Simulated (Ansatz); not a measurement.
## What DFT gives for TiPbO3

```xyz
5
Lattice="3.9272 0.0000 0.0000 0.0000 3.9272 0.0000 0.0000 0.0000 4.0614" Properties=species:S:1:pos:R:3 pbc="T T T"
Pb    0.0000    0.0000    0.0000
Ti    1.9636    1.9636    2.1460
O     1.9636    1.9636    0.3412
O     1.9636    0.0000    2.3637
O     0.0000    1.9636    2.3637
```

Method: PBE, no spin polarisation; PAW, plane waves to 420 eV, 7×7×6 Γ-centred mesh, fermi-dirac occupations (width 0.1 eV) (Ansatz 0.2.0), atoms fixed.

(1) What do density and ELF say about some of the short contacts?

(2) Which element gives electrons and which takes them?

(3) What is the band gap?

(4) What is the formation energy?

(5) Which atom feels the largest force, and which way?

Origin: a database entry at a rescaled volume. Caveats: no spin-orbit coupling, which can shift this gap by tenths of an eV; the mesh misses a band edge that the path finds.

## Answers

(1) Ti–O at 1.80 Å: least valence density 1.06 e/Å³ and ELF 0.26 there. Pb–O at 2.60 Å: least valence density 0.25 e/Å³ and ELF 0.14 there, a closed-shell (ionic or weak) contact. Both are smooth PAW fields, read partly inside the augmentation spheres.

(2) Bader charges in e: Ti +2.23, Pb +1.39, O -1.22 to -1.18. In the mean Ti gives up most and O takes most.

(3) The gap is 1.76 eV, indirect (the least direct gap found is 1.96 eV).

(4) -2.29 eV an atom against the elements' usual phases (free molecules for gases, crystals otherwise, with no correction for O₂ or N₂), so it is bound against them; other compounds may still compete. Relaxing would lower it.

(5) The largest is on O4 (and as large on other atoms): 0.22 eV/Å, components (0.00, 0.00, 0.22). It makes 96° with the line to a nearest neighbour, Ti2 at 1.98 Å.
